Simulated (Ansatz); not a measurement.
# Al vacancy in Al

These are results of DFT PBE, scalar-relativistic, plane waves, PAW in Ansatz 0.2.0, not measurements. (420 eV cutoff, 3×3×3 k-mesh, Gaussian smearing of 0.10 eV, no spin polarisation)

Host crystal, relaxed:

```
CELL_PARAMETERS angstrom
0.00000 2.02081 2.02081
2.02081 0.00000 2.02081
2.02081 2.02081 0.00000
ATOMIC_POSITIONS crystal
Al 0.00000 0.00000 0.00000
```

Supercell of 62 atoms, rows in host cell vectors: 2 3 -2; 3 -3 -2; -3 2 -2. Atoms relax at the host's cell, keeping the symmetry that the supercell leaves at the site. The cell is small, so energies carry finite-size errors of tenths of an eV. The host is a metal. Atoms are taken from and returned to the elements' standard states.

Defect: Al vacancy at (0.000, 0.000, 0.000) of the host cell.

(1) What is the formation energy of the neutral defect?

(2) Does the neutral defect carry a moment, and how do its surroundings relax?

Results:

(1) 0.67 eV.

(2) The neutral run had no spin polarisation, so a moment wasn't tested. The nearest neighbours before are 12 Al at 2.86 Å; after relaxation the atoms near the site are 6 Al at 2.81 Å, 6 Al at 2.82 Å; the largest move is 0.05 Å.

Cost: 2 runs of about 6.2 core-minutes in all, on Intel Xeon Platinum 8488C (Sapphire Rapids) (shared hosts).